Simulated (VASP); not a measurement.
# Al (Im-3m) in VASP: single point with PBEsol

Aim: the single point of Al with PBEsol.

All numbers are computed with VASP 6.6.1; they aren't measurements. Logs are shortened: lines on timing, memory, paths and dates and some standing lists are left out, and cuts for length are marked.

## (1) The crystal as given

The structure is cubic, space group Im-3m (No. 229). Conventional cell: a = 3.182 Å, b = 3.182 Å, c = 3.182 Å, α = 90.00°, β = 90.00°, γ = 90.00°. Al (site symmetry m-3m) has 8 Al at 2.76 Å as nearest neighbours.

This isn't the form of Al at room conditions, which is fcc.

## (2) Single point, PBEsol

INCAR reads:

```
SYSTEM = Al
PREC = Accurate
ENCUT = 520
EDIFF = 1E-6
ISMEAR = 1
SIGMA = 0.1
LREAL = .FALSE.
LASPH = .TRUE.
NELM = 100
ALGO = Fast
ISIF = 2
LWAVE = .FALSE.
LCHARG = .FALSE.
GGA = PS
NBANDS = 8
```

KPOINTS reads:

```
regular mesh
0
G
  10 10 10
  0 0 0
```

POSCAR reads:

```
Al
1.0
   -1.5912186900      1.5912186900      1.5912186900
    1.5912186900     -1.5912186900      1.5912186900
    1.5912186900      1.5912186900     -1.5912186900
Al
1
Direct
    0.0000000000      0.0000000000      0.0000000000
```

Potentials or basis: VASP PAW PBE potentials, release 64 (Al).

On the command line:

```console
$ cat potpaw_PBE.64/Al/POTCAR > POTCAR
$ mpirun -np 1 vasp_std > vasp.out
```

OUTCAR:

```text
SYSTEM = Al
   PREC = Accurate
   ENCUT = 520
   EDIFF = 1E-6
   ISMEAR = 1
   LREAL = .FALSE.
   LASPH = .TRUE.
   NELM = 100
   ISIF = 2
   GGA = PS

 ion  position               nearest neighbor table
   1  0.000  0.000  0.000-

  LATTYP: Found a body centered cubic cell.
 ALAT       =     3.1824373800

  Lattice vectors:

 A1 = (  -1.5912186900,   1.5912186900,   1.5912186900)
 A2 = (   1.5912186900,  -1.5912186900,   1.5912186900)
 A3 = (   1.5912186900,   1.5912186900,  -1.5912186900)

Analysis of symmetry for initial positions (statically):
=====================================================================
 Subroutine PRICEL returns:
 Original cell was already a primitive cell.

 Routine SETGRP: Setting up the symmetry group for a
 body centered cubic supercell.

 Subroutine GETGRP returns: Found 48 space group operations
 (whereof 48 operations were pure point group operations)
 out of a pool of 48 trial point group operations.

The static configuration has the point symmetry O_h .

Analysis of symmetry for dynamics (positions and initial velocities):
=====================================================================
 Subroutine PRICEL returns:
 Original cell was already a primitive cell.

 Routine SETGRP: Setting up the symmetry group for a
 body centered cubic supercell.

 Subroutine GETGRP returns: Found 48 space group operations
 (whereof 48 operations were pure point group operations)
 out of a pool of 48 trial point group operations.

The dynamic configuration has the point symmetry O_h .

 Subroutine INISYM returns: Found 48 space group operations
 (whereof 48 operations are pure point group operations),
 and found     1 'primitive' translations

----------------------------------------------------------------------------------------

                                     Primitive cell

  volume of cell :      16.1157

  direct lattice vectors                    reciprocal lattice vectors
    -1.591218690  1.591218690  1.591218690     0.000000000  0.314224565  0.314224565
     1.591218690 -1.591218690  1.591218690     0.314224565  0.000000000  0.314224565
     1.591218690  1.591218690 -1.591218690     0.314224565  0.314224565  0.000000000

  length of vectors
     2.756071617  2.756071617  2.756071617     0.444380641  0.444380641  0.444380641

  position of ions in fractional coordinates (direct lattice)
     0.000000000  0.000000000  0.000000000

  ion indices of the primitive-cell ions
   primitive index   ion index
                 1           1

----------------------------------------------------------------------------------------

 KPOINTS: regular mesh

Automatic generation of k-mesh.
 Grid dimensions read from file:
 generate k-points for:   10   10   10

 Generating k-lattice:

  Cartesian coordinates                     Fractional coordinates (reciprocal lattice)
     0.000000000  0.031422456  0.031422456     0.100000000  0.000000000  0.000000000
     0.031422456  0.000000000  0.031422456     0.000000000  0.100000000  0.000000000
     0.031422456  0.031422456  0.000000000     0.000000000  0.000000000  0.100000000

  Length of vectors
     0.044438064  0.044438064  0.044438064

  Shift w.r.t. Gamma in fractional coordinates (k-lattice)
     0.000000000  0.000000000  0.000000000

 Subroutine IBZKPT returns following result:
 ===========================================

 Found     47 irreducible k-points:

 Following reciprocal coordinates:
            Coordinates               Weight
  0.000000  0.000000  0.000000      1.000000
  0.100000  0.000000  0.000000     12.000000
  0.200000  0.000000  0.000000     12.000000
  0.300000  0.000000  0.000000     12.000000
  0.400000  0.000000  0.000000     12.000000
  0.500000  0.000000  0.000000      6.000000
[... 16 lines left out ...]
  0.300000  0.300000  0.100000      8.000000
 -0.300000  0.300000  0.100000     24.000000
 [... further k-points ...]
   k-points           NKPTS =     47   k-points in BZ     NKDIM =     47   number of bands    NBANDS=      8
   number of dos      NEDOS =    301   number of ions     NIONS =      1
   total plane-waves  NPLWV =   8000
   dimension x,y,z NGX =    20 NGY =   20 NGZ =   20
   dimension x,y,z NGXF=    40 NGYF=   40 NGZF=   40
   ions per type =               1
   NGX,Y,Z   is equivalent  to a cutoff of  12.06, 12.06, 12.06 a.u.
   NGXF,Y,Z  is equivalent  to a cutoff of  24.13, 24.13, 24.13 a.u.
 SYSTEM =  Al
   PREC   = accura    normal or accurate (medium, high low for compatibility)
   ISTART =      0    job   : 0-new  1-cont  2-samecut
   ICHARG =      2    charge: 1-file 2-atom 10-const
   ISPIN  =      1    spin polarized calculation?
   LNONCOLLINEAR =      F non collinear calculations
   LSORBIT =      F    spin-orbit coupling
   LASPH  =      T    aspherical Exc in radial PAW
   ENCUT  =  520.0 eV  38.22 Ry    6.18 a.u.   5.12  5.12  5.12*2*pi/ulx,y,z
   NELM   =    100;   NELMIN=  2; NELMDL= -5     # of ELM steps
   EDIFF  = 0.1E-05   stopping-criterion for ELM
   LREAL  =      F    real-space projection
   EDIFFG = 0.1E-04   stopping-criterion for IOM
   NSW    =      0    number of steps for IOM
   IBRION =     -1    ionic relax: 0-MD 1-quasi-New 2-CG
   NFREE  =      0    steps in history (QN), initial steepest desc. (CG)
   ISIF   =      2    stress and relaxation
   ISYM   =      2    0-nonsym 1-usesym 2-fastsym
   POTIM  = 0.5000    time-step for ionic-motion
   TEBEG  =    0.0;   TEEND  =   0.0 temperature during run
   PSTRESS=    0.0 pullay stress
   NELECT =       3.0000    total number of electrons
   NUPDOWN=      -1.0000    fix difference up-down
   EMIN   =  10.00;   EMAX   =-10.00  energy-range for DOS
   EFERMI =   0.00;   METHOD = LEGACY
   ISMEAR =     1;   SIGMA  =   0.10  broadening in eV -4-tet -1-fermi 0-gaus
   EFERMI_NEDOS =   21; number of points for ismear=-14 and -15
   IALGO  =     68    algorithm
   IMIX   =      4    mixing-type and parameters
     AMIX     =   0.40;   BMIX     =  1.00
     AMIX_MAG =   1.60;   BMIX_MAG =  1.00
  volume/ion in A,a.u.               =      16.12       108.75
  Fermi-wavevector in a.u.,A,eV,Ry     =   0.934757  1.766435 11.888371  0.873771
  Thomas-Fermi vector in A             =   2.061595
   LORBIT       =      0    0 simple, 1 ext, 2 COOP (PROOUT), +10 PAW based schemes
   GGA     = PS    functional components
   LHFCALC =     F    Hartree Fock is set to
   AEXX    =    0.0000 exact exchange contribution
   IVDW    =     0    specifies the selected vdW correction
   LEPSILON=     F    determine dielectric tensor
   LRPA    =     F    only Hartree local field effects (RPA)
 non-spin polarized calculation
 RMM-DIIS sequential band-by-band and
 Methfessel and Paxton  Order N= 1 SIGMA  =   0.10
  energy-cutoff  :      520.00
  volume of cell :       16.12
 maximum number of plane-waves:       466
   NGX = 11   NGY = 11   NGZ = 11

 number of electron       3.0000000 magnetization

 Free energy of the ion-electron system (eV)
  ---------------------------------------------------
  ext. energy  EPLUGINS =         0.00000000
  ---------------------------------------------------
  free energy    TOTEN  =        -4.00396303 eV

  energy without entropy =       -4.00325172  energy(sigma->0) =       -4.00372592

 E-fermi :   8.1626     XC(G=0): -10.3464

 val. band max:        8.1138674666   @ k =   0.5000   0.5000   0.4000
 cond. band min:       8.1792544212   @ k =  -0.4000   0.4000   0.2000
 fundamental gap:      0.0653869545
 Fermi energy:         8.1626247333

 k-point     1 :       0.0000    0.0000    0.0000
  band No.  band energies     occupation
      1      -3.0912      2.00000
      2      21.5856      0.00000
      3      21.5856      0.00000
      4      21.5856      0.00000
      5      23.2294      0.00000
      6      23.2294      0.00000
      7      23.2294      0.00000
      8      24.6684      0.00000

 k-point     2 :       0.1000    0.0000    0.0000
  band No.  band energies     occupation
      1      -2.7991      2.00000
      2      18.7572      0.00000
      3      20.1486      0.00000
      4      20.5580      0.00000
      5      22.1285      0.00000
      6      23.1470      0.00000
      7      24.1792      0.00000
      8      24.8698      0.00000

 k-point     3 :       0.2000    0.0000    0.0000
  band No.  band energies     occupation
      1      -1.9264      2.00000
      2      14.5783      0.00000
      3      18.5807      0.00000
      4      18.9246      0.00000
      5      20.5497      0.00000
      6      21.8265      0.00000
      7      25.4137      0.00000
      8      25.5353      0.00000

 k-point     4 :       0.3000    0.0000    0.0000
  band No.  band energies     occupation
      1      -0.4842      2.00000
      2      10.6290      0.00000
      3      17.4445      0.00000
      4      17.6072      0.00000
      5      19.3293      0.00000
      6      20.7616      0.00000
      7      26.6367      0.00000
      8      27.0016      0.00000

 k-point     5 :       0.4000    0.0000    0.0000
  band No.  band energies     occupation
      1       1.5085      2.00000
      2       7.1103      2.00000
      3      16.7633      0.00000
      4      16.7878      0.00000
      5      18.5825      0.00000
      6      20.0573      0.00000
      7      28.0771      0.00000
      8      28.9679      0.00000
[... 177 lines left out ...]
 k-point    22 :      -0.2000    0.2000    0.1000
  band No.  band energies     occupation
      1      -1.6367      2.00000
      2      14.7625      0.00000
      3      16.4738      0.00000
      4      18.8659      0.00000
      5      20.5016      0.00000
      6      21.4568      0.00000
      7      24.4712      0.00000
      8      27.1118      0.00000

 k-point    23 :       0.3000    0.3000    0.1000
  band No.  band energies     occupation
      1       6.2263      2.00000
      2       6.2263      2.00000
      3       7.2251      2.00000
      4      12.1459      0.00000
      5      27.4733      0.00000
      6      27.5367      0.00000
      7      27.5367      0.00000
      8      32.1540      0.00000

 k-point    24 :      -0.3000    0.3000    0.1000
  band No.  band energies     occupation
      1      -0.1975      2.00000
      2      10.8803      0.00000
      3      15.2161      0.00000
      4      17.6180      0.00000
      5      20.3417      0.00000
      6      21.2768      0.00000
      7      23.8537      0.00000
      8      29.6914      0.00000

 [... further k-points ...]

------------------------ aborting loop because EDIFF is reached ----------------------------------------

  FORCE on cell =-STRESS in cart. coord.  units (eV):
  Direction    XX          YY          ZZ          XY          YZ          ZX
  --------------------------------------------------------------------------------------
  -------------------------------------------------------------------------------------
  Total        0.2804810      0.2804810      0.2804810      0.0000000      0.0000000     -0.0000000
  in kB       27.8845961     27.8845961     27.8845961      0.0000000      0.0000000     -0.0000000
  external PRESSURE =      27.8845961 kB  Pullay stress =       0.0000000 kB

 VOLUME and BASIS-vectors are now :
 -----------------------------------------------------------------------------
  energy-cutoff  :      520.00
  volume of cell :       16.12
      direct lattice vectors                 reciprocal lattice vectors
    -1.591218690  1.591218690  1.591218690     0.000000000  0.314224565  0.314224565
     1.591218690 -1.591218690  1.591218690     0.314224565  0.000000000  0.314224565
     1.591218690  1.591218690 -1.591218690     0.314224565  0.314224565  0.000000000

 POSITION                                       TOTAL-FORCE (eV/Angst)
 -----------------------------------------------------------------------------------
      0.00000      0.00000      0.00000        -0.000000      0.000000     -0.000000
 -----------------------------------------------------------------------------------
    total drift:                                0.000000     -0.000000      0.000000

  FREE ENERGIE OF THE ION-ELECTRON SYSTEM (eV)
  ---------------------------------------------------
  free  energy   TOTEN  =        -4.0039630257 eV

  energy  without entropy=       -4.0032517182  energy(sigma->0) =       -4.00372592
```

Run time: 7.9 s. Hardware: 1 thread of AMD EPYC 7R43 (Zen 3), shared host; peak memory 0.08 GiB.

Results:

* Free energy: -4.0040 eV
* Pressure: 2.8 GPa
* Band gap on the k mesh: none (metal or under the smearing width)

Levels at points of the mesh, in eV from the Fermi level:
```
           k point  band 1  band 2  band 3  band 4  band 5  band 6
(0.00, 0.00, 0.00)  -11.25   13.42   13.42   13.42   15.07   15.07
(0.50, 0.00, 0.00)   -4.37   -3.85    8.35    8.37   10.17   11.65
(0.50, 0.50, 0.50)    1.94    1.94    1.94    2.97    2.97    5.91
```

Caveat: the PAW data sets were made with another functional, which shifts forces and pressure a little.
